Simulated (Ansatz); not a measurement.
# Σ3 (112) boundary in fcc Rh with H (interstitial): structure and resistance, part 2 of 2

How much does the Σ3 (112) boundary in fcc Rh with H (interstitial) reflect electrons?

Ansatz 0.2.0; Ansatz plane-wave DFT, PBE, PAW files; relaxation of a bicrystal slab with its lowest layers held; PAW set soft_1 (the session's first sound run).

So far. Step 2 (Relaxing the bicrystal): The largest force component on a free atom ends at 0.016 eV/Å, under the tolerance of 0.03, after 12 steps.

### Step 3. Transmission across the boundary

Bulk layers of each grain are laid under and over the relaxed boundary, and a lead is named in the middle of each, away from the free faces. The mesh across the current, 24×10, is finer than the density's, because channels open and close sharply across the zone. Energies from -0.1 to 0.1 eV in steps of 0.05 eV are too few for the program's thermal sum, so it prints no conductance; for a metal the transmission near the Fermi level serves, at a fraction of the cost.

This step: Ansatz plane-wave DFT, PBE, PAW files; ballistic transport by layer matching (Landauer), zero bias; boundary relaxed in a short slab, bulk layers laid on; PAW set soft_1 (Ansatz 0.2.0).

System of this step: Σ3 (112) boundary in fcc Rh with H (interstitial). The cell holds 56 atoms: 55 Rh and 1 H. Cell: a = 2.689 Å, b = 6.587 Å, c = 50.358 Å, α = 90.0°, β = 90.0°, γ = 90.0°. It derives from Rh. Regions: lower grain, 22 atoms (22 Rh); boundary, 16 atoms (15 Rh and 1 H); upper grain, 18 atoms (18 Rh). Vacuum lies along c.

Contents of input.yaml:

```yaml
crystal:
  lattice:
    - [2.6891977995, 0.0, 0.0]
    - [0.0, 6.5871624263, 0.0]
    - [0.0, 0.0, 50.3581911895]
  atoms:
    - { symbol: Rh, position: [-14.5000000004, 9.6666666668, 0.0794309705] }
    - { symbol: Rh, position: [-14.0000000004, 9.3333333335, 0.0948466262] }
    - { symbol: Rh, position: [-13.5000000004, 9.0000000002, 0.1102622819] }
    - { symbol: Rh, position: [-13.0000000004, 8.6666666668, 0.1256779376] }
    - { symbol: Rh, position: [-12.5000000003, 8.3333333335, 0.1410935933] }
    - { symbol: Rh, position: [-12.0000000003, 8.0000000002, 0.156509249] }
    - { symbol: Rh, position: [-11.5000000003, 7.6666666668, 0.1719249047] }
    - { symbol: Rh, position: [-11.0000000003, 7.3333333335, 0.1873405604] }
    - { symbol: Rh, position: [-10.5000000003, 7.0000000001, 0.2027562161] }
    - { symbol: Rh, position: [-10.0000000002, 6.6666666668, 0.2181718718] }
    - { symbol: Rh, position: [-9.5000000002, 6.3333333335, 0.2335875275] }
    - { symbol: Rh, position: [-9.0000000002, 6.0000000001, 0.2490031831] }
    - { symbol: Rh, position: [-8.5000000002, 5.6666666668, 0.2644188388] }
    - { symbol: Rh, position: [-8.0000000002, 5.3333333334, 0.2798344945] }
    - { symbol: Rh, position: [-7.5000000001, 5.0000000001, 0.2952501502] }
    - { symbol: Rh, position: [-7.0000000001, 4.6666666668, 0.3106658059] }
    - { symbol: Rh, position: [-6.5000000001, 4.3333333334, 0.3260814616] }
    - { symbol: Rh, position: [-6.0000000001, 4.0000000001, 0.3414971173] }
    - { symbol: Rh, position: [-5.5000000001, 3.6666666668, 0.356912773] }
    - { symbol: Rh, position: [-5.0000000001, 3.3333333334, 0.3723284287] }
    - { symbol: Rh, position: [-4.5, 3.0000000001, 0.3877440844] }
    - { symbol: Rh, position: [-4.0, 2.6666666667, 0.4031597401] }
    - { symbol: Rh, position: [0.5, 0.3333333334, 0.4185753958] }
    - { symbol: Rh, position: [1.0, -0.0042129519, 0.4339590727] }
    - { symbol: Rh, position: [0.5, 0.6648985513, 0.4496216403] }
    - { symbol: Rh, position: [1.0, 0.3328000653, 0.4644885221] }
    - { symbol: Rh, position: [0.5, -0.0014509685, 0.4806822295] }
    - { symbol: Rh, position: [1.0, 0.6669171345, 0.4972284966] }
    - { symbol: Rh, position: [0.5, 0.3237232757, 0.5111966562] }
    - { symbol: Rh, position: [0.0, 0.0039212245, 0.5274392544] }
    - { symbol: H, position: [0.5, 0.6155479516, 0.5234355832] }
    - { symbol: Rh, position: [1.0, 0.5123242436, 0.5497508695] }
    - { symbol: Rh, position: [0.5, -0.1577841121, 0.5668183422] }
    - { symbol: Rh, position: [1.0, 0.1761160294, 0.5791210404] }
    - { symbol: Rh, position: [0.5, 0.5076517955, 0.5958724233] }
    - { symbol: Rh, position: [1.0, -0.1573489262, 0.6128028648] }
    - { symbol: Rh, position: [0.5, 0.1767900087, 0.6267582516] }
    - { symbol: Rh, position: [1.0, 0.5093098279, 0.643087227] }
    - { symbol: Rh, position: [-4.5, 2.8426431612, 0.6585028827] }
    - { symbol: Rh, position: [-5.0, 3.1759764946, 0.6739185384] }
    - { symbol: Rh, position: [-5.5000000001, 3.5093098279, 0.6893341941] }
    - { symbol: Rh, position: [-6.0000000001, 3.8426431612, 0.7047498498] }
    - { symbol: Rh, position: [-6.5000000001, 4.1759764946, 0.7201655055] }
    - { symbol: Rh, position: [-7.0000000001, 4.5093098279, 0.7355811612] }
    - { symbol: Rh, position: [-7.5000000001, 4.8426431613, 0.7509968169] }
    - { symbol: Rh, position: [-8.0000000001, 5.1759764946, 0.7664124725] }
    - { symbol: Rh, position: [-8.5000000002, 5.5093098279, 0.7818281282] }
    - { symbol: Rh, position: [-9.0000000002, 5.8426431613, 0.7972437839] }
    - { symbol: Rh, position: [-9.5000000002, 6.1759764946, 0.8126594396] }
    - { symbol: Rh, position: [-10.0000000002, 6.509309828, 0.8280750953] }
    - { symbol: Rh, position: [-10.5000000002, 6.8426431613, 0.843490751] }
    - { symbol: Rh, position: [-11.0000000003, 7.1759764946, 0.8589064067] }
    - { symbol: Rh, position: [-11.5000000003, 7.509309828, 0.8743220624] }
    - { symbol: Rh, position: [-12.0000000003, 7.8426431613, 0.8897377181] }
    - { symbol: Rh, position: [-12.5000000003, 8.1759764946, 0.9051533738] }
    - { symbol: Rh, position: [-13.0000000003, 8.509309828, 0.9205690295] }
kpoints:
  mp_grid: { grid: [9, 4, 1] }
hamiltonian:
  xc: pbe
  pseudopotentials: { kind: paw, azcp: { folder: soft_1 } }
scf:
  occupations: { method: fermi_dirac, width: 0.1 }
output:
  transmission:
    leads: [[12, 13], [45, 46]]
    kmesh: [24, 10]
    e_range: [-0.1, 0.1]
    de: 0.05
  write_potential: true
  write_density: true
  volumetric_format: npy
  elf: true
```

Started as:

```bash
$ ansatz run input.yaml --threads 4 --pin off --max-ram 15360MiB --backend cpu --events-out ev --progress --plain --runs-dir out
```

Numbers of over 12 decimals in the logs are rounded to 6 here.

Output:

```text
[...]
Crystal: 56 atoms, lattice volume = 892.054 Å³
Basis set: ecut = 420 eV, 17475 PW (Γ)
Bands: 562, of which v1, the nominal top of the filled ones, is band 468 counted from 1 (467 counted from 0)
Symmetry: 2 space group operations
[...]
k-points: 15 of 36 (time reversal used)
[...]
SCF iter   1: F=—  HF=-352197.487547 eV  |F-HF|=—  |Δ(HF+E_count)|=         —  Δρ=9.95e-2  dr2=1.30e2  ethr=3.10e-3  ⟨swp⟩=5.9  Hψ=27591  notcnv=0  defer=362
[...]
SCF iter  12: F=-352171.960455 eV  HF=-352171.960455 eV  |F-HF|=3.59e-8  |Δ(HF+E_count)|=   1.02e-8  Δρ=1.39e-6  dr2=4.74e-8  ethr=1.07e-11  ⟨swp⟩=11.2  Hψ=25000  notcnv=0
SCF 1 converged in 12 iterations: F = -352171.960455 eV  dr2 = 4.74e-8
[...]
transmission: 578 of 5772 steps passed
transmission: 1156 of 5772 steps passed
[...]
transmission: 5772 of 5772 steps passed
WARN: The input density's exchange-correlation potential varies sharply where the density is thin. Do not read a vacuum level from v_tot or v_xc, or from such a field of the output density. On a cell that repeats whose density bears no net charge and no dipole along the vacuum's axis use v_es (v_loc + v_h of the components); under efield.dipole_correction with no amplitude use v_es + v_field, which holds any external [...]
SCF converged after 12 iterations
the last check of whether an eigenvalue changes by more than its tolerance under the output density was not made (no_room)
Free energy (F): -352171.960455 eV
[...]
Internal energy: -352169.372402 eV  (E = F + TS)
E sigma→0 (E₀):  -352170.666429 eV
Entropy (-TS):   -2.588052 eV (-46.215 meV/atom)
Fermi energy:    18.271908 eV
[...]
--- Band table (eV; the first three rows and the last of 15) ---
  k-point 0: bands = [... 464 lower, 17.9648, 17.9790, 17.9910, 18.0188, 18.0278, 18.0837, 18.1117, 18.1622, ... 90 higher]
  k-point 1: bands = [... 464 lower, 17.9487, 17.9512, 17.9668, 17.9955, 18.0088, 18.0275, 18.0509, 18.0670, ... 90 higher]
  k-point 2: bands = [... 464 lower, 17.7737, 17.7883, 17.8279, 17.8373, 17.9014, 17.9179, 17.9471, 17.9910, ... 90 higher]
  k-point 14: bands = [... 464 lower, 18.7766, 18.7922, 18.7959, 18.7992, 18.8165, 18.8247, 18.8307, 18.8482, ... 90 higher]
--- Transmission ---
  basis      : 159 plane waves across, 74 finite elements along
  points     : 78, standing for a mesh of 24 x 10
  energies   : 5 from -0.100000 to 0.100000 eV about the Fermi level, 0.050000 eV apart; the leads are filled to 0.000000 eV, and channels, transmission and decay are at 0.000000 eV
  crystal 0  : Rh3, at the sites [12, 13], period 2.3289 Å, over 17.86 Å; its Hamiltonian steps by up to 16.0 meV
    offset         : up to 0.0000 Å between an atom of the period and one for which it stands
    channels       : 5.175000e0 a spin
    conductance    : none, the energies end too early or step too widely for 300 K: set another output.transmission.e_range or a lower de, or, where they end at an eighth of basis.ecutwfc, a higher one
[...]
channels       : 5.191667e0 a spin
[...]
junction   : crystal 0 to crystal 1, 12.62 to 37.12 Å
    transmission   : 2.785718e0 a spin
[...]
```

It took 18 min on 4 threads of Arm Neoverse V1, shared host; peak memory 10 GiB.

In the SCF lines HF is the Harris–Foulkes energy and dr2 the Hartree energy of the density residual, in eV; the loop may stop once dr2 is under the threshold and the program's other checks hold. Hψ counts applications of the Hamiltonian.

This step gave:

```yaml
free_energy: -352171.9605 eV
energy_at_zero_smearing: -352170.6664 eV
fermi_energy: 18.27 eV
cell_area: 17.71 Å²
transmission_per_spin_nearest_the_fermi_level: 2.786
open_channels_per_spin_nearest_the_fermi_level: 5.175
open_channels_per_spin_upper_lead: 5.192
step_of_the_lead_s_potential: 16 meV
step_of_the_upper_lead_s_potential: 16.7 meV
```

Per spin. The transmission, zone mean by energy, zero at the Fermi level:

```
energy (eV)  transmission, zone mean
    -0.1000                     2.79
    -0.0500                     2.77
     0.0000                     2.79
     0.0500                     2.85
     0.1000                     2.97
```

Per spin. The open channels, zone mean by energy, zero at the Fermi level:

```
energy (eV)  lead  upper lead
    -0.1000  5.18        5.22
    -0.0500  5.24        5.21
     0.0000  5.17        5.19
     0.0500  5.22        5.22
     0.1000  5.36        5.34
```

Transmission over k1 and k2. At 0.0000 eV from the Fermi level.

Values, 10 rows by 16 columns, each cell a mean:
```
1.81 1.21 1.53 1.87 2.22 2.05 1.95 1.65 2.27 1.93 1.88 2.11 2.23 1.55 1.46 1.42
1.78 1.59 2.15 1.95 2.40 2.82 2.51 3.43 3.81 3.39 2.31 2.86 2.12 1.82 2.08 1.69
4.09 3.33 3.74 2.50 2.85 2.33 4.01 3.78 3.79 3.88 3.52 2.15 2.98 2.66 3.80 3.66
4.09 3.59 3.94 3.34 3.39 3.89 3.70 4.50 4.00 4.39 3.65 3.64 3.38 3.30 3.98 3.81
4.04 3.60 3.92 3.08 3.06 4.17 4.22 4.45 4.57 4.52 4.08 4.18 2.52 3.56 3.71 3.79
4.09 3.59 3.94 3.34 3.39 3.89 3.70 4.50 4.00 4.39 3.65 3.64 3.38 3.30 3.98 3.81
4.09 3.33 3.74 2.50 2.85 2.33 4.01 3.78 3.79 3.88 3.52 2.15 2.98 2.66 3.80 3.66
1.78 1.59 2.15 1.95 2.40 2.82 2.51 3.43 3.81 3.39 2.31 2.86 2.12 1.82 2.08 1.69
1.81 1.21 1.53 1.87 2.22 2.05 1.95 1.65 2.27 1.93 1.88 2.11 2.23 1.55 1.46 1.42
0.94 0.74 0.57 1.58 2.13 1.89 0.99 0.94 2.20 0.93 1.29 1.98 2.19 0.92 0.52 1.35
```
Columns: k1 (b1) from -0.5 to 0.458; rows upwards: k2 (b2) from -0.5 to 0.4.

Open channels over k1 and k2. At 0.0000 eV from the Fermi level.

Ten even steps from '0' (2.00) to '9' (9.00):
```
520112222242524222221102
222422244255755244222422
554942424777777742424945
555954445588788554445955
555882255788888755228855
555954445588788554445955
554942424777777742424945
222422244255755244222422
520112222242524222221102
020002222222522222220002
```
Columns: k1 (b1) from -0.5 to 0.458; rows upwards: k2 (b2) from -0.5 to 0.4.

ELF in the cb plane at fractional x = 0.500, with atoms of Rh and H within 0.2 Å of it. It is the smooth field of the valence electrons, not physical close to the nuclei.

Ten even steps from '0' (0.12) to '9' (0.97), each cell a mean:
```
11367641111111136763111112113421101111112332
11244421111111124442000111136653111111114665
11111110001111111111000001157763111111125776
32111111001223211111100000146652111111125665
65211111111466411111112200023431111110012442
76311111112577521111126841011111111100011111
76311111111567521111149972111111333100011111
43101111111344310011137852111113665311111111
11100011111111110001112321111114676311111111
11110012321111110001122111111114665311111111
11111125653111111112565211110112443111111001
11111136775111111114676411000011111111111001
11111125665111111113676510000011111134321001
11111113443101111112454310000111111256641111
01111111111000111111221110000111111367741111
00123211111100012321111110001111111366631111
11356521111111135652111111001111100134321111
11467641111111147763111111100111000111111111
```
Columns run along c (16.0 Å, from fractional 0.36 to 0.68 of the cell), rows up along b (6.6 Å). Atoms in or near the plane, at fractional coordinates: Rh at (0.39, 0.00), Rh at (0.42, 0.33), Rh at (0.45, 0.66), Rh at (0.48, 0.00), Rh at (0.51, 0.32), H at (0.52, 0.62), Rh at (0.57, 0.84), Rh at (0.60, 0.51), Rh at (0.63, 0.18), Rh at (0.66, 0.84).

Valence density in the cb plane at fractional x = 0.500, with atoms of Rh and H within 0.2 Å of it. It is the smooth field of the valence electrons, not physical close to the nuclei.

Values in e/Å³, 10 rows by 16 columns, each cell a mean:
```
 1  7  2  0  0  2  7  1  0  0  4  1  0  0  1  4
 1  1  0  0  1  0  1  0  0  1 10  3  0  0  3 10
 5  0  0  0  6  2  0  0  0  0  3  1  0  0  1  3
 7  0  0  0  9  3  0  0  1  0  0  1  1  0  0  0
 1  0  0  0  2  1  0  0  0  0  0  5  8  0  0  0
 0  0  1  3  0  0  0  2  1  0  0  3  5  0  0  0
 0  0  4  9  0  0  0  8  5  0  0  0  1  1  0  0
 0  0  2  3  0  0  0  4  2  0  0  0  1  7  2  0
 0  1  1  0  0  1  1  0  0  0  0  0  1  8  2  0
 1  9  2  0  0  3  9  1  0  0  0  0  0  1  1  0
```
Columns run along c (16.0 Å, from fractional 0.36 to 0.68 of the cell), rows up along b (6.6 Å). Atoms in or near the plane, at fractional coordinates: Rh at (0.39, 0.00), Rh at (0.42, 0.33), Rh at (0.45, 0.66), Rh at (0.48, 0.00), Rh at (0.51, 0.32), H at (0.52, 0.62), Rh at (0.57, 0.84), Rh at (0.60, 0.51), Rh at (0.63, 0.18), Rh at (0.66, 0.84).

Electrostatic potential energy in the cb plane at fractional x = 0.500, with atoms of Rh and H within 0.2 Å of it. With pseudopotentials it is smooth inside the atoms' cores, unlike the true potential.

Values in eV, 10 rows by 16 columns, each cell a mean:
```
 12 -40  -1  19  19  -4 -40  13  19  15 -26   4  20  19   1 -25
 12  10  18  20  12  13  10  20  21  10 -53 -11  18  18 -15 -52
-28  18  18  16 -34  -8  19  19  20  17 -17   7  19  20   6 -16
-39  17  18  13 -47 -17  19  17  -3  19  18   5  -2  20  19  17
  2  20  19  16  -3  10  21  17  11  17  18 -25 -43  16  18  15
 19  20   0 -17  17  19  20  -9   0  19  20 -13 -29  17  19  18
 18  18 -22 -48  14  17  16 -45 -26  20  21  16  13   8  17  21
 20  19  -1 -18  18  19  17 -21  -7  21  21  18  13 -42  -6  19
 19  -2  12  17  21  14  -2  14  17  21  20  18  12 -47 -10  19
  9 -50  -8  18  19  -9 -49  10  18  20  17  19  20   1  12  17
```
Columns run along c (16.0 Å, from fractional 0.36 to 0.68 of the cell; values clipped at the 3rd and 97th percentile), rows up along b (6.6 Å). Atoms in or near the plane, at fractional coordinates: Rh at (0.39, 0.00), Rh at (0.42, 0.33), Rh at (0.45, 0.66), Rh at (0.48, 0.00), Rh at (0.51, 0.32), H at (0.52, 0.62), Rh at (0.57, 0.84), Rh at (0.60, 0.51), Rh at (0.63, 0.18), Rh at (0.66, 0.84).

Over the solved energies the transmission per spin lies between 2.77 and 2.97, out of 5.24 channels of the lead on average (up to 5.36).

### Step 4. Specific resistance

This step: Ansatz plane-wave DFT, PBE, PAW files; ballistic transport by layer matching (Landauer), zero bias; specific resistance of the boundary; PAW set soft_1 (Ansatz 0.2.0).

Numbers from this step:

```yaml
area_resistance: 0.3699 fΩ m²
t_over_the_leads_mean_channel_count: 0.5414
```

Averaged over the energies near the Fermi level, 54.1 % of the channels pass, which makes 0.370 fΩ m².

By hand, with T and the leads' channels N averaged over the energies near the Fermi level: RA = A (h/2e²)(1/T − ½[1/N₁ + 1/N₂]) = 17.71×10⁻²⁰ m² × 12 906 Ω × (1/2.835 − ½[1/5.237 + 1/5.237]) = 0.370 fΩ m².

### Step 5. Results

```
specific resistance of the boundary : 0.370 fΩ m²
share of channels that pass         : 0.541
```

What this shows: The boundary has a specific resistance of 0.37 fΩ m². The boundary reflects 46 % of the channels; 0.37 fΩ m² is 3.7×10⁻¹² Ω·cm². One H in 17.7 Å² of boundary is a high coverage. In the relaxation the upper grain slid sideways by about 1.0 Å, so the result belongs to the position that it found, not to the starting one. One starting structure was relaxed; another shift or atom count at the boundary may lie lower.

[Logs are printed without paths, hosts, clocks, repeated set-up lines and the standing remarks that a program may print on its own settings, such as how far it seeks lower states.]

[Hosts, paths, dates, database ids (printed as entryN), source tags and the programs' standing remarks are cut or masked in the printed files.]
